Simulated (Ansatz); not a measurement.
# CuI (Marshite) under changes of volume

One of the cells (27.859 Å³/atom); the others are scaled copies at fixed shape and fractional positions:

```
I Cu
1.0
     0.00000    3.03150    3.03150
     3.03150    0.00000    3.03150
     3.03150    3.03150    0.00000
I Cu
1 1
Direct
  0.00000 0.00000 0.00000
  0.75000 0.75000 0.75000
```

```yaml
Program: Ansatz 0.2.0
Functional: PBE
Potentials_or_basis: Ansatz PAW
Cutoff: "420 eV (not typed: the program's choice for these potentials)"
k_mesh: 8 × 8 × 8
Occupations: fermi-dirac, width 0.05 eV
Spin: no spin polarisation
```

| volume (Å³/atom) | energy over the lowest point (meV/atom) | pressure (GPa) | gap on the mesh (eV) |
| --- | --- | --- | --- |
| 26.188 | 17.72 | 3.3 | 1.29 |
| 26.745 | 8.33 | 2.2 | 1.23 |
| 27.302 | ? | ? | ? |
| 27.859 | 0.00 | 0.3 | 1.12 |
| 28.417 | 0.26 | -0.4 | 1.07 |
| 28.974 | 3.02 | -1.1 | 1.02 |
| 29.531 | 7.98 | -1.7 | 0.98 |

Problem. What does the run at 27.302 Å³/atom give?

Solution. Energy over the lowest point 2.57 meV/atom; pressure 1.2 GPa; gap on the mesh 1.18 eV.

Worked out: A Birch-Murnaghan fit of order 3 (a polynomial in V^(-2/3)) to the other rows has its minimum at 28.08 Å³/atom with B0 = V·E''(V) = 39 GPa and B' = 5.3. It gives 2.56 meV/atom at 27.302 Å³/atom, against the run's 2.57, and -dE/dV = 1.2 GPa, against 1.2. A straight line through the other rows of the gap, of slope -2.6 eV per unit of ln V (its deformation potential), gives 1.18 eV, against the run's 1.18.

Energies are extrapolated to zero smearing.

Caveats: spin-orbit coupling is left out, which moves the levels of the heavy elements.
